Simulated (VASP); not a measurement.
# CoO (P3m1) in VASP: notebook, part 3 of 3

VASP 6.6.1. The steps go on from the part before.

## (5) Single point, PBE, collinear spin, ferromagnetic start

Contents of INCAR:

```
PREC = Normal
ENCUT = 450
EDIFF = 1E-4
ISMEAR = 0
SIGMA = 0.05
LREAL = Auto
LASPH = T
NELM = 100
ALGO = Normal
ISIF = 2
LWAVE = F
LCHARG = F
ISPIN = 2
MAGMOM = 2 2 0 0
LORBIT = 11
LMAXMIX = 4
GGA = PE
NBANDS = 27
ADDGRID = F
```

Contents of KPOINTS:

```
Automatic mesh
0
Gamma
  5 5 3
```

Contents of POSCAR:

```
CoO
1.0
    3.1976457435      0.0000000000      0.0000000000
   -1.5988228718      2.7692424462      0.0000000000
    0.0000000000      0.0000000000      5.2287097100
Co O
2 2
Direct
    0.3365030000      0.6381030000      0.5003980000
    0.0481210000      0.0161470000     -0.0014250000
    0.3062570000      0.6452830000      0.8672390000
    0.0541720000      0.0112240000      0.3867870000
```

Potentials or basis: VASP PAW PBE potentials, release 64 (Co, O).

Launch:

```sh
$ cat potpaw_PBE.64/Co/POTCAR potpaw_PBE.64/O/POTCAR > POTCAR
$ mpirun -np 1 vasp_std > vasp.out
```

OUTCAR:

```text
PREC = Normal
   ENCUT = 450
   EDIFF = 1E-4
   ISMEAR = 0
   LREAL = Auto
   LASPH = T
   NELM = 100
   ISIF = 2
   ISPIN = 2
   LORBIT = 11
   GGA = PE

 Found     38 irreducible k-points:

 Following reciprocal coordinates:
            Coordinates               Weight
  0.000000  0.000000  0.000000      1.000000
  0.200000  0.000000  0.000000      2.000000
  0.000000  0.200000  0.000000      2.000000
 -0.200000  0.200000  0.000000      2.000000
  0.400000  0.000000  0.000000      2.000000
  0.000000  0.400000  0.000000      2.000000
   k-points           NKPTS =     38   k-points in BZ     NKDIM =     38   number of bands    NBANDS=     27
   number of dos      NEDOS =    301   number of ions     NIONS =      4
   total plane-waves  NPLWV =   9072
   dimension x,y,z NGX =    18 NGY =   18 NGZ =   28
   dimension x,y,z NGXF=    36 NGYF=   36 NGZF=   56
   ions per type =               2   2
   NGX,Y,Z   is equivalent  to a cutoff of   9.36,  9.36,  8.90 a.u.
   NGXF,Y,Z  is equivalent  to a cutoff of  18.72, 18.72, 17.81 a.u.
 SYSTEM =  unknown system
   PREC   = normal    normal or accurate (medium, high low for compatibility)
   ISTART =      0    job   : 0-new  1-cont  2-samecut
   ICHARG =      2    charge: 1-file 2-atom 10-const
   ISPIN  =      2    spin polarized calculation?
   LNONCOLLINEAR =      F non collinear calculations
   LSORBIT =      F    spin-orbit coupling
   LASPH  =      T    aspherical Exc in radial PAW
   ENCUT  =  450.0 eV  33.07 Ry    5.75 a.u.   5.53  5.53  9.04*2*pi/ulx,y,z
   NELM   =    100;   NELMIN=  2; NELMDL= -5     # of ELM steps
   EDIFF  = 0.1E-03   stopping-criterion for ELM
   LREAL  =      T    real-space projection
   EDIFFG = 0.1E-02   stopping-criterion for IOM
   NSW    =      0    number of steps for IOM
   IBRION =     -1    ionic relax: 0-MD 1-quasi-New 2-CG
   NFREE  =      0    steps in history (QN), initial steepest desc. (CG)
   ISIF   =      2    stress and relaxation
   ISYM   =      2    0-nonsym 1-usesym 2-fastsym
   POTIM  = 0.5000    time-step for ionic-motion
   TEBEG  =    0.0;   TEEND  =   0.0 temperature during run
   PSTRESS=    0.0 pullay stress
   NELECT =      30.0000    total number of electrons
   NUPDOWN=      -1.0000    fix difference up-down
   EMIN   =  10.00;   EMAX   =-10.00  energy-range for DOS
   EFERMI =   0.00;   METHOD = LEGACY
   ISMEAR =     0;   SIGMA  =   0.05  broadening in eV -4-tet -1-fermi 0-gaus
   EFERMI_NEDOS =   21; number of points for ismear=-14 and -15
   IALGO  =     38    algorithm
   IMIX   =      4    mixing-type and parameters
     AMIX     =   0.40;   BMIX     =  1.00
     AMIX_MAG =   1.60;   BMIX_MAG =  1.00
  volume/ion in A,a.u.               =      11.58        78.11
  Fermi-wavevector in a.u.,A,eV,Ry     =   1.416620  2.677023 27.304329  2.006812
  Thomas-Fermi vector in A             =   2.537935
   LORBIT       =     11    0 simple, 1 ext, 2 COOP (PROOUT), +10 PAW based schemes
   GGA     = PE    functional components
   LHFCALC =     F    Hartree Fock is set to
   AEXX    =    0.0000 exact exchange contribution
   IVDW    =     0    specifies the selected vdW correction
   LEPSILON=     F    determine dielectric tensor
   LRPA    =     F    only Hartree local field effects (RPA)
 spin polarized calculation
 Gauss-broadening in eV      SIGMA  =   0.05
  energy-cutoff  :      450.00
  volume of cell :       46.30
 maximum number of plane-waves:      1020
   NGX = 11   NGY = 11   NGZ = 19

 number of electron      30.0000044 magnetization       5.6767741

 Free energy of the ion-electron system (eV)
  ---------------------------------------------------
  ext. energy  EPLUGINS =         0.00000000
  ---------------------------------------------------
  free energy    TOTEN  =       -26.42458084 eV

  energy without entropy =      -26.41932546  energy(sigma->0) =      -26.42195315

 E-fermi :   5.9463     XC(G=0): -11.1238

 val. band max:        5.9460204277   @ k =  -0.4000  -0.2000   0.3333
 cond. band min:       5.9469218466   @ k =   0.0000  -0.4000   0.3333
 fundamental gap:      0.0009014189
 Fermi energy:         5.9462594056

 spin component 1

 k-point     1 :       0.0000    0.0000    0.0000
  band No.  band energies     occupation
      1     -14.0888      1.00000
      2     -13.4661      1.00000
      3      -1.0927      1.00000
      4      -0.4566      1.00000
      5      -0.2661      1.00000
      6      -0.0826      1.00000
[... 19 lines left out ...]
     26      21.6223      0.00000
     27      22.1516      0.00000

 k-point     2 :       0.2000    0.0000    0.0000
  band No.  band energies     occupation
      1     -13.9159      1.00000
      2     -13.3833      1.00000
      3      -0.8745      1.00000
      4      -0.4324      1.00000
      5      -0.3291      1.00000
      6      -0.2147      1.00000
[... 19 lines left out ...]
     26      21.2979      0.00000
     27      21.4750      0.00000

 k-point     3 :       0.0000    0.2000    0.0000
  band No.  band energies     occupation
      1     -13.8929      1.00000
      2     -13.3825      1.00000
      3      -0.7728      1.00000
      4      -0.7076      1.00000
      5      -0.2304      1.00000
      6      -0.0361      1.00000
[... 54 lines left out ...]
      1     -13.6088      1.00000
      2     -13.2634      1.00000
      3      -1.0190      1.00000
      4      -0.5987      1.00000
      5      -0.2909      1.00000
      6      -0.0594      1.00000
[... 19 lines left out ...]
     26      20.3701      0.00000
     27      22.1636      0.00000

 k-point     6 :       0.0000    0.4000    0.0000
  band No.  band energies     occupation
      1     -13.5231      1.00000
      2     -13.2845      1.00000
      3      -0.9963      1.00000
      4      -0.6294      1.00000
      5      -0.0453      1.00000
      6       0.4119      1.00000
[... 19 lines left out ...]
     26      20.2856      0.00000
     27      22.4758      0.00000

 [... further k-points ...]

 spin component 2

 k-point     1 :       0.0000    0.0000    0.0000
  band No.  band energies     occupation
      1     -13.5461      1.00000
      2     -12.8907      1.00000
      3      -0.5559      1.00000
      4       0.7069      1.00000
      5       0.9315      1.00000
      6       0.9748      1.00000
[... 19 lines left out ...]
     26      22.0838      0.00000
     27      23.1135      0.00000

 k-point     2 :       0.2000    0.0000    0.0000
  band No.  band energies     occupation
      1     -13.3644      1.00000
      2     -12.8033      1.00000
      3      -0.2642      1.00000
      4       0.5426      1.00000
      5       0.7638      1.00000
      6       0.8350      1.00000
[... 19 lines left out ...]
     26      21.9597      0.00000
     27      21.9748      0.00000

 k-point     3 :       0.0000    0.2000    0.0000
  band No.  band energies     occupation
      1     -13.3413      1.00000
      2     -12.8034      1.00000
      3      -0.1760      1.00000
      4       0.2090      1.00000
      5       0.6346      1.00000
      6       1.1276      1.00000
[... 54 lines left out ...]
      1     -13.0389      1.00000
      2     -12.6771      1.00000
      3      -0.3512      1.00000
      4       0.1729      1.00000
      5       0.5592      1.00000
      6       0.7769      1.00000
[... 19 lines left out ...]
     26      20.9808      0.00000
     27      22.8974      0.00000

 k-point     6 :       0.0000    0.4000    0.0000
  band No.  band energies     occupation
      1     -12.9505      1.00000
      2     -12.7033      1.00000
      3      -0.3133      1.00000
      4      -0.0316      1.00000
      5       0.6184      1.00000
      6       1.3381      1.00000
[... 19 lines left out ...]
     26      20.9258      0.00000
     27      23.2729      0.00000

 [... further k-points ...]

------------------------ aborting loop because EDIFF is reached ----------------------------------------

  FORCE on cell =-STRESS in cart. coord.  units (eV):
  Direction    XX          YY          ZZ          XY          YZ          ZX
  --------------------------------------------------------------------------------------
  -------------------------------------------------------------------------------------
  Total       -0.9089334      1.8044538      0.3031269     -1.5635654      0.3615858     -0.1523847
  in kB      -31.4526175     62.4410924     10.4893657    -54.1054211     12.5122678     -5.2731009
  external PRESSURE =      13.8259468 kB  Pullay stress =       0.0000000 kB

 VOLUME and BASIS-vectors are now :
 -----------------------------------------------------------------------------
  energy-cutoff  :      450.00
  volume of cell :       46.30
      direct lattice vectors                 reciprocal lattice vectors
     3.197645743  0.000000000  0.000000000     0.312730077  0.180554794  0.000000000
    -1.598822872  2.769242446  0.000000000     0.000000000  0.361109588  0.000000000
     0.000000000  0.000000000  5.228709710     0.000000000  0.000000000  0.191251773

 POSITION                                       TOTAL-FORCE (eV/Angst)
 -----------------------------------------------------------------------------------
      0.05580      1.76706      2.61644         0.477867      0.880566     -0.021770
      0.12806      0.04471      5.22126        -0.620821     -0.309051      0.543026
     -0.05239      1.78695      4.53454         0.667886      0.365336      0.300293
      0.15528      0.03108      2.02240        -0.524932     -0.936851     -0.821549
 -----------------------------------------------------------------------------------
    total drift:                                0.005272      0.010356     -0.016022

  FREE ENERGIE OF THE ION-ELECTRON SYSTEM (eV)
  ---------------------------------------------------
  free  energy   TOTEN  =       -26.4245808411 eV

  energy  without entropy=      -26.4193254631  energy(sigma->0) =      -26.42195315

 total charge

# of ion       s       p       d       tot
------------------------------------------
    1        0.367   0.475   7.214   8.057
    2        0.344   0.422   7.202   7.968
    3        1.563   3.452   0.000   5.015
    4        1.563   3.449   0.000   5.011
--------------------------------------------------
tot          3.837   7.799  14.416  26.052

 magnetization (x)

# of ion       s       p       d       tot
------------------------------------------
    1        0.020   0.059   2.359   2.438
    2        0.023   0.050   2.351   2.424
    3        0.021   0.292   0.000   0.313
    4        0.021   0.278   0.000   0.299
--------------------------------------------------
tot          0.084   0.680   4.710   5.475
```

stdout:

```text
POSCAR found type information on POSCAR CoO
 POSCAR found :  2 types and       4 ions
 scaLAPACK will be used
 -----------------------------------------------------------------------------
|                                                                             |
|                                                                             |
|     You have a (more or less) 'small supercell' and for smaller cells       |
|     it is recommended to use the reciprocal-space projection scheme!        |
|     The real-space optimization is not efficient for small cells and it     |
|     is also less accurate ...                                               |
|     Therefore, set LREAL=.FALSE. in the INCAR file.                         |
|                                                                             |
 -----------------------------------------------------------------------------

 LDA part: xc-table for (Slater+PW92), standard interpolation
 POSCAR, INCAR and KPOINTS ok, starting setup
 FFT: planning ... GRIDC
 FFT: planning ... GRID_SOFT
 FFT: planning ... GRID
 WAVECAR not read
 entering main loop
```

Run time: 32 s. Hardware: 1 thread of Intel Xeon 6975P-C (Granite Rapids), shared host; peak memory 0.16 GiB.

These settings aren't checked as converged: the numbers below hold their error.

What came out:

```
Free energy                                           : -26.4246 eV
Largest force                                         : 1.352 eV/Å
Band gap on the k mesh                                : none (metal or under the smearing width)
Net moment                                            : 5.68 μB per cell
Site moments                                          : Co +2.44, +2.42; O +0.31, +0.30 μB
Valence electrons inside the program's atomic spheres : Co 8.06, 7.97; O 5.01
```

Caveat: the k mesh is coarse (spacing up to 0.45 Å⁻¹), so the values aren't converged; the cutoff is under 1.25 times the usual one of these potentials, so pressure, stress and relaxed cells hold a basis-set (Pulay) error; semilocal functionals often make such compounds metallic where correlation or magnetic order opens a gap, which also shifts bond lengths.

## (6) Single point, PBE, collinear spin, ferromagnetic start

INCAR, as its differences from that of step 5:

```diff
@@ -1,7 +1,7 @@
-PREC = Normal
-ENCUT = 450
-EDIFF = 1E-4
+PREC = Accurate
+ENCUT = 400
+EDIFF = 1E-6
 ISMEAR = 0
 SIGMA = 0.05
-LREAL = Auto
+LREAL = F
 LASPH = T
```

Contents of KPOINTS:

```
Automatic mesh
0
Gamma
  6 6 3
```

Contents of POSCAR:

```
CoO
1.0
    3.1976457435      0.0000000000      0.0000000000
   -1.5988228718      2.7692424462      0.0000000000
    0.0000000000      0.0000000000      5.2287097100
Co O
2 2
Direct
    0.3333333333      0.6666666667      0.5033624100
    0.0000000000      0.0000000000      0.0034741400
    0.3333333333      0.6666666667      0.8715556000
    0.0000000000      0.0000000000      0.3716088500
```

Potentials or basis: VASP PAW PBE potentials, release 64 (Co, O).

Launch:

```sh
$ cat potpaw_PBE.64/Co/POTCAR potpaw_PBE.64/O/POTCAR > POTCAR
$ mpirun -np 1 vasp_std > vasp.out
```

Run time: 19 s. Hardware: 1 thread of Intel Xeon 6975P-C (Granite Rapids), shared host; peak memory 0.17 GiB.

The run converged, but some of its settings lie outside the range that counts as converged, so its numbers aren't taken as properties of the crystal.

What came out:

```yaml
Free_energy: -26.6432 eV
Largest_force: 0.305 eV/Å
Band_gap_on_the_k_mesh: none (metal or under the smearing width)
Net_moment: 5.92 μB per cell
Site_moments: Co +2.52; O +0.32 μB
Valence_electrons_inside_the_program's_atomic_spheres: Co 7.97; O 5.04
```

Caveat: the k mesh is coarse (spacing up to 0.40 Å⁻¹), so the values aren't converged; the cutoff is under 1.25 times the usual one of these potentials, so pressure, stress and relaxed cells hold a basis-set (Pulay) error; semilocal functionals often make such compounds metallic where correlation or magnetic order opens a gap, which also shifts bond lengths.
